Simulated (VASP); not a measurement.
Crystal: Si.

```
CELL_PARAMETERS angstrom
2.62054 0.00000 0.00000
-1.31027 2.26946 0.00000
0.00000 0.00000 2.46635
ATOMIC_POSITIONS crystal
Si 0.00000 0.00000 0.00000
```

This isn't the form of Si at room conditions, which is diamond.

| Quantity | Value |
| --- | --- |
| Program | VASP 6.6.1 |
| Task | relaxation of cell and atoms |
| Functional | r2SCAN |
| Potentials or basis | VASP PAW PBE potentials, release 64 (Si) |
| Cutoff | 600 eV |
| k mesh | 12 × 12 × 11 |
| Occupations | fermi-dirac, width 0.05 eV |
| Spin | no spin polarisation |

At the start: pressure 1.8 GPa; volume 14.67 Å³/atom.

Q: How do energy, volume and symmetry change on relaxing?

A: Over 3 steps the energy falls by 3.0 meV/atom and the volume is 14.88 Å³/atom (+1.5 %); space group P6/mmm (No. 191, to 0.05 Å).

Step by step:
| step | energy change (eV) | largest force (eV/Å) | pressure (GPa) | volume (Å³) |
| --- | --- | --- | --- | --- |
| 1 | 0.0000 | 0.0000 | 1.83 | 14.67 |
| 2 | -0.0018 | 0.0000 | -1.14 | 15.02 |
| 3 | -0.0030 | 0.0000 | -0.02 | 14.88 |

Final structure:
```yaml
crystal:
  lattice:
    - [2.62258, 0.00000, 0.00000]
    - [-1.31129, 2.27122, 0.00000]
    - [0.00000, 0.00000, 2.49891]
  atoms:
    - { symbol: Si, position: [0.00000, 0.00000, 0.00000] }
```

Caveat: the PAW data sets were made with another functional, which shifts forces and pressure a little.
